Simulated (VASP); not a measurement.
A run of VASP 6.6.1 is set up as follows.

File POSCAR:

```
SrO
1.0
    3.1277914191      0.0249263494      0.0249263494
    0.0249263494      3.1277914191      0.0249263494
    0.0249263494      0.0249263494      3.1277914191
Sr O
1 1
Direct
    0.0000000000      0.0000000000      0.0000000000
    0.5000000000      0.5000000000      0.5000000000
```

File INCAR.step1:

```
SYSTEM = SrO
PREC     = Accurate       ! precision mode
ENCUT    = 520            ! plane-wave cutoff, eV
ISMEAR   = 0              ! smearing method
SIGMA    = 0.01           ! smearing width, eV
LREAL    = .FALSE.        ! projectors in reciprocal space
LASPH    = .TRUE.         ! aspherical terms in the spheres
NELM     = 100            ! most SCF steps
NBANDS   = 15             ! bands
GGA      = PE             ! functional
ALGO     = Normal         ! electronic algorithm
EDIFF    = 1E-4           ! SCF threshold, eV
LWAVE    = .TRUE.         ! write WAVECAR
LCHARG   = .FALSE.        ! write CHGCAR
```

Contents of INCAR.step2:

```
SYSTEM = SrO
PREC     = Accurate       ! precision mode
ENCUT    = 520            ! plane-wave cutoff, eV
EDIFF    = 1E-6           ! SCF threshold, eV
ISMEAR   = 0              ! smearing method
SIGMA    = 0.01           ! smearing width, eV
LREAL    = .FALSE.        ! projectors in reciprocal space
LASPH    = .TRUE.         ! aspherical terms in the spheres
NELM     = 100            ! most SCF steps
ALGO     = Normal         ! electronic algorithm
ISIF     = 2              ! what is computed and relaxed
LWAVE    = .FALSE.        ! write WAVECAR
LCHARG   = .FALSE.        ! write CHGCAR
METAGGA  = R2SCAN         ! meta-GGA
LMIXTAU  = .TRUE.       
NBANDS   = 15             ! bands
ISTART   = 1
```

Contents of KPOINTS:

```
regular mesh
0
G
  8 8 8
  0 0 0
```

Potentials or basis: VASP PAW PBE potentials, release 64 (Sr_sv, O).

Launch:

```bash
$ cat potpaw_PBE.64/Sr_sv/POTCAR potpaw_PBE.64/O/POTCAR > POTCAR
$ cp INCAR.step1 INCAR
$ mpirun -np 1 vasp_std > vasp.out
$ cp INCAR.step2 INCAR
$ mpirun -np 1 vasp_std > vasp.out
```

Estimate the band gap on the k mesh.

3.25 eV, indirect (least direct gap 3.32 eV).

Estimate the pressure.

-1.5 GPa.

Caveat: the PAW data sets were made with another functional, which shifts forces and pressure a little. A k mesh can miss the band edges.
